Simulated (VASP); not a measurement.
ZnSe (Stilleite):

```
Zn Se
1.0
     0.00000    2.83380    2.83380
     2.83380    0.00000    2.83380
     2.83380    2.83380    0.00000
Zn Se
1 1
Direct
  0.00000 0.00000 0.00000
  0.25000 0.25000 0.25000
```

Base run:

```yaml
Program: VASP 6.6.1
Functional: r2SCAN
Potentials_or_basis: VASP PAW PBE potentials, release 64 (Zn, Se)
Cutoff: 520 eV
k_mesh: 7 × 7 × 7
Occupations: fermi-dirac, width 0.02 eV
Spin: no spin polarisation
```

Its results: band gap on the k mesh 1.87 eV, direct; pressure 0.0 GPa.

**Question.** The run is repeated on the same cell with these changes: functional from r2SCAN to HSE06; k mesh from 7 × 7 × 7 to 5 × 5 × 5. What comes out?

**Answer.** Band gap on the k mesh 2.43 eV, direct; pressure 1.2 GPa.

Several settings changed at once, so the effect can't be laid on one alone.

Caveats: the PAW data sets were made with another functional, which shifts forces and pressure a little; an odd mesh through Γ misses points on the zone boundary, where band edges often lie.

Not every run made on this cell is shown here.
